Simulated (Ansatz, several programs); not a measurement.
HfO₂ (Pca2_1) from a database structure, relaxed with PBE in Ansatz (plane waves, PAW): the symmetry is Pca2_1 (No. 29, orthorhombic); conventional cell a = 5.294 Å, b = 5.069 Å, c = 5.101 Å, 11.41 Å³ an atom. Hf has 7 O at 2.04–2.28 Å; O has 3 Hf at 2.04–2.16 Å; O has 4 Hf at 2.13–2.28 Å. The cell was then scaled with its shape and fractional coordinates held, which makes it stiffer than a relaxed compression. No spin polarisation and no zero-point or thermal motion.

```tsv
V (Å³/atom)	E (meV/atom)
10.722	34.34
11.065	8.14
11.407	0.00
12.091	27.68
```

(1) Pass a cubic E = c₀ + c₁u + c₂u² + c₃u³, with u = V − 11.321 Å³, through these points.

(2) Where is the minimum, and what bulk modulus follows?

(3) Predict the energy and the pressure at the withheld volume, 11.749 Å³.

## Answers

(1) c₀ = 0.49, c₁ = -11.575, c₂ = 68.831, c₃ = -10.3171 (meV and Å³).

(2) dE/du = 0 at u = +0.086, so V₀ = 11.41 Å³. B = V₀ d²E/dV² = 11.41 × (2c₂ + 6c₃u) = 11.41 × 132.354 = 1510 meV/Å³, and 1 meV/Å³ is 0.16022 GPa: 242 GPa. A third-order Birch-Murnaghan fit to all five points gives 11.41 Å³ and 240 GPa.

(3) With u = +0.428: E ≈ 7.34 meV and P = −dE/dV ≈ -6.68 GPa. The run gives 7.18 meV and, from its stress, -6.64 GPa.
